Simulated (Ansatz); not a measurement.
Crystal: NiO.

```
Ni O
1.0
     0.00000    2.08590    2.08590
     2.08590    0.00000    2.08590
     2.08590    2.08590    0.00000
Ni O
1 1
Direct
  0.99246 0.00898 0.00818
  0.49717 0.48306 0.54456
```

The cell isn't the ideal one: atoms moved at random, drawn with an rms of 0.15 Å.

```yaml
Program: Ansatz 0.2.0
Task: relaxation of the atoms
Functional: BLYP
Potentials_or_basis: Ansatz PAW
Cutoff: 420 eV
Density_cutoff: 1680 eV
k_mesh: 8 × 8 × 8
Occupations: cold, width 0.05 eV
Spin: collinear spin, ferromagnetic start
Starting_moments: "[1.0, 0.0] μB"
```

At the start: volume 9.08 Å³/atom.

Problem. Where does the relaxation end?

Solution. Over 4 steps the energy falls by 6.5 meV/atom; space group Fm-3m (No. 225, to 0.05 Å); moment 1.83 μB per cell.

The path:
```csv
step,energy change (eV),largest force (eV/Å)
1,0.0000,0.2883
2,-0.0021,0.2601
3,-0.0131,0.0060
4,-0.0131,0.0061
```

Final structure:
```
Ni O
1.0
     0.00000    2.08590    2.08590
     2.08590    0.00000    2.08590
     2.08590    2.08590    0.00000
Ni O
1 1
Direct
  0.99437 0.99634 0.02627
  0.49526 0.49570 0.52647
```

Caveat: the potentials were made for another functional, which shifts forces and pressure; the pressure holds a Pulay correction of +0.9 GPa for the finite cutoff; a cell with one magnetic atom can't hold antiferromagnetic order, which such compounds often take; the thresholds are loose for stress.
